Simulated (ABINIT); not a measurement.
Runs of ABINIT 10.8.3 (patched build) on Ti. It takes space group Im-3m (No. 229, cubic). Conventional cell: a = 3.282 Å, b = 3.282 Å, c = 3.282 Å, α = 90.00°, β = 90.00°, γ = 90.00°. Ti (site symmetry m-3m) has 8 Ti at 2.84 Å as nearest neighbours. This isn't the form of Ti at room conditions, which is hcp.

| task | level | potentials or basis | k mesh | cutoff (eV) | fine-grid cutoff | dispersion computed by | mesh quality | gap on the mesh (eV) | pressure (GPa) |
| --- | --- | --- | --- | --- | --- | --- | --- | --- | --- |
| band structure | SOGGA | JTH PAW PBE v2.0 | 11 × 11 × 11 | 408 | 816.342 eV | - | not flagged | none | -6.8 |
| band structure | LDA | JTH PAW LDA v2.0 | 11 × 11 × 11 | 408 | 816.342 eV | - | not flagged | none | -10.7 |
| single point | LDA | JTH PAW LDA v2.0 | 4 × 4 × 4 | 408 | 816.342 eV | - | coarse | none | -9.5 |
| band structure | BLYP | JTH PAW PBE v2.0 | 11 × 11 × 11 | 408 | 816.342 eV | - | not flagged | none | (b) |
| band structure | r2SCAN | JTH PAW LDA v2.0 | 11 × 11 × 11 | 490 | 979.61 eV | - | not flagged | none | (a) |

Alike in all rows: no spin polarisation; cell as given; smearing fermi-dirac 0.05 eV.

**Question.** Estimate the missing entries.

**Answer.** (a) -3.7; (b) 0.1.

Caveats: some runs use coarse meshes; the PAW data sets were made with another functional, which shifts forces and pressure a little (some runs).

A gap of «none» marks a metal or a gap under the smearing width.
